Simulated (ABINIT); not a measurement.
# KTaO3 (Pm-3m) in ABINIT: reference runs, part 3 of 3

ABINIT 10.8.3 (patched build). The steps go on from the part before.

## 6. Single point, PBE (atoms moved at random, drawn with an rms of 0.05 Å)

Contents of run.abi:

```
# Pseudopotentials
pp_dirpath "./"
pseudos "Ta.GGA_PBE-JTH.xml, K.GGA_PBE-JTH.xml, O.GGA_PBE-JTH.xml"

# Structure
acell 3*1.0
rprim
     7.5367947028     0.0000000000     0.0000000000
     0.0000000000     7.5367947028     0.0000000000
     0.0000000000     0.0000000000     7.5367947028
ntypat 3
znucl 73 19 8
natom 5
typat 1 2 3 3 3
xred
    -0.0087940000     0.0063740000    -0.0131730000
     0.5086730000     0.4977750000     0.5225520000
    -0.0034950000     0.0010270000     0.4899110000
     0.0004730000     0.5042430000     0.0017690000
     0.4954080000     0.0073200000    -0.0041280000
chkprim 0
chksymtnons 0
tolsym 1.0e-6

# Plane-wave basis
ecut 23.0
pawecutdg 45.0
pawxcdev 0

# k points
kptopt 1
ngkpt 7 7 7
nshiftk 1
shiftk 0.0 0.0 0.0

# Exchange and correlation
ixc 11

# Bands and occupations
nband 24
occopt 3
tsmear 0.05 eV

# SCF cycle
nstep 100
tolvrs 1.0e-9

# Output
iomode 3
prtwf 0
prtden 0
prteig 0
prtebands 0
```

Potentials or basis: JTH PAW PBE v2.0.

Started as:

```console
$ abinit run.abi > log 2>&1
```

run.abo:

```text
.Version 10.8.3 of ABINIT
 Symmetries : space group P1 (#  1); Bravais aP (primitive triclinic)
================================================================================
 Values of the parameters that define the memory need of the present run
     intxc =       0    ionmov =       0      iscf =      17    lmnmax =      18
     lnmax =       6     mgfft =      36  mpssoang =       3    mqgrid =    3001
     natom =       5  nloc_mem =       2    nspden =       1   nspinor =       1
    nsppol =       1      nsym =       1    n1xccc =       1    ntypat =       3
    occopt =       3   xclevel =       2
       mpw =        2278          nfft =       46656          nkpt =         172
 PAW method is used; the additional fine FFT grid is defined by:
   mgfftf=        48    nfftf =    110592
================================================================================
================================================================================

--------------------------------------------------------------------------------
------------- Echo of variables that govern the present computation ------------
--------------------------------------------------------------------------------
 -outvars: echo values of preprocessed input variables --------
            acell      1.0000000000E+00  1.0000000000E+00  1.0000000000E+00 Bohr
              amu      1.80947900E+02  3.90983000E+01  1.59994000E+01
          chkprim           0
      chksymtnons           0
             ecut      2.30000000E+01 Hartree
                       outvar_i_n : Printing only first  50 k-points.
              ixc          11
                       outvar_i_n : Printing only first  50 k-points.
         kptrlatt        7    0    0      0    7    0      0    0    7
          kptrlen      5.27575629E+01
            natom           5
            nband          24
            ngfft          36      36      36
          ngfftdg          48      48      48
             nkpt         172
            nstep         100
             nsym           1
           ntypat           3
                       prtocc : prtvol=0, do not print more k-points.
           occopt           3
        pawecutdg      4.50000000E+01 Hartree
         pawxcdev           0
           prtden           0
        prtebands           0
           prteig           0
            prtwf           0
[... 227 lines left out ...]
--- !EnergyTerms
iteration_state     : {dtset: 1, }
comment             : Components of total free energy in Hartree
kinetic             :  3.70230141093710E+01
hartree             :  2.93507376069625E+01
xc                  : -2.10826839580334E+01
Ewald energy        : -1.03620386476064E+02
psp_core            :  9.66761441309151E+00
local_psp           : -7.90208917147029E+01
PAW spherical_terms : -8.51013835693210E+00
internal            : -1.36192734376308E+02
'-kT*entropy'       : -1.28739911178362E-12
total_energy        : -1.36192734376309E+02
total_energy_eV     : -3.70599309901004E+03
...

--- !EnergyTermsDC
iteration_state     : {dtset: 1, }
comment             : '"Double-counting" decomposition of free energy'
band_energy         : -1.90590485853784E+01
Ewald energy        : -1.03620386476064E+02
psp_core            :  9.66761441309151E+00
xc_dc               : -2.96316692865005E+01
PAW spherical_terms :  6.45075703244037E+00
internal            : -1.36192732902411E+02
'-kT*entropy'       : -1.28739911178362E-12
total_energy_dc     : -1.36192732902413E+02
total_energy_dc_eV  : -3.70599305890328E+03
...

--- !EnergyTermsWithPAWCore
iteration_state     : {dtset: 1, }
comment             : 'Components of total free energy, including PAW core contributions'
Total energy        : -1.64330793300732E+04
Total energy DC     : -1.64330793285993E+04
Total energy (eV)   : -4.47166868861469E+05
Total energy DC (eV): -4.47166868821362E+05
...

 Cartesian components of stress tensor (hartree/bohr^3)
  sigma(1 1)= -1.97917454E-04  sigma(3 2)=  6.28547048E-06
  sigma(2 2)= -1.94714664E-04  sigma(3 1)= -7.84060166E-06
  sigma(3 3)= -1.91724777E-04  sigma(2 1)=  2.07997006E-06

-Cartesian components of stress tensor (GPa)         [Pressure=  5.7308E+00 GPa]
- sigma(1 1)= -5.82293255E+00  sigma(3 2)=  1.84924926E-01
- sigma(2 2)= -5.72870319E+00  sigma(3 1)= -2.30678465E-01
- sigma(3 3)= -5.64073768E+00  sigma(2 1)=  6.11948320E-02

== END DATASET(S) ==============================================================
================================================================================

 -outvars: echo values of variables after computation  --------
            acell      1.0000000000E+00  1.0000000000E+00  1.0000000000E+00 Bohr
           etotal     -1.3619273290E+02
            fcart      3.3789418957E-03 -1.6954500718E-03  6.3476439688E-03
                      -4.9296701971E-03  2.5958958525E-03 -1.0611476269E-02
                      -5.1991641671E-06  5.9227301992E-04  8.6472795223E-03
                      -1.0774126956E-03 -1.6104025670E-04 -3.0636336903E-03
                       2.6333401612E-03 -1.3316785439E-03 -1.3198135316E-03
            rprim      7.5367947028E+00  0.0000000000E+00  0.0000000000E+00
                       0.0000000000E+00  7.5367947028E+00  0.0000000000E+00
                       0.0000000000E+00  0.0000000000E+00  7.5367947028E+00
           strten     -1.9791745443E-04 -1.9471466376E-04 -1.9172477686E-04
                       6.2854704788E-06 -7.8406016588E-06  2.0799700645E-06
           xangst     -3.5073110176E-02  2.5421424183E-02 -5.2537875864E-02
                       2.0287405245E+00  1.9852760311E+00  2.0840941402E+00
                      -1.3939108490E-02  4.0959840972E-03  1.9539120400E+00
                       1.8864658987E-03  2.0110723555E+00  7.0553026952E-03
                       1.9758357250E+00  2.9194355980E-02 -1.6463702389E-02
             xred     -8.7940000000E-03  6.3740000000E-03 -1.3173000000E-02
                       5.0867300000E-01  4.9777500000E-01  5.2255200000E-01
                      -3.4950000000E-03  1.0270000000E-03  4.8991100000E-01
                       4.7300000000E-04  5.0424300000E-01  1.7690000000E-03
                       4.9540800000E-01  7.3200000000E-03 -4.1280000000E-03
 Calculation completed.
```

Run time: 9.7 min. Hardware: 1 thread of AMD EPYC 7R43 (Zen 3), shared host; peak memory 0.37 GiB.

What came out:

```
Free energy            : -3705.9931 eV
Pressure               : 5.7 GPa
Largest force          : 0.616 eV/Å
Band gap on the k mesh : 2.24 eV, indirect (least direct gap 2.81 eV)
```

Forces in eV/Å, atoms in the order of the input:
```
Ta   0.174 -0.087  0.326
K   -0.253  0.133 -0.546
O    0.000  0.030  0.445
O   -0.055 -0.008 -0.158
O    0.135 -0.068 -0.068
```

Caveat: spin-orbit coupling is left out, which moves the levels of the heavy elements; an odd mesh through Γ misses points on the zone boundary, where band edges often lie; the atomic spheres overlap.
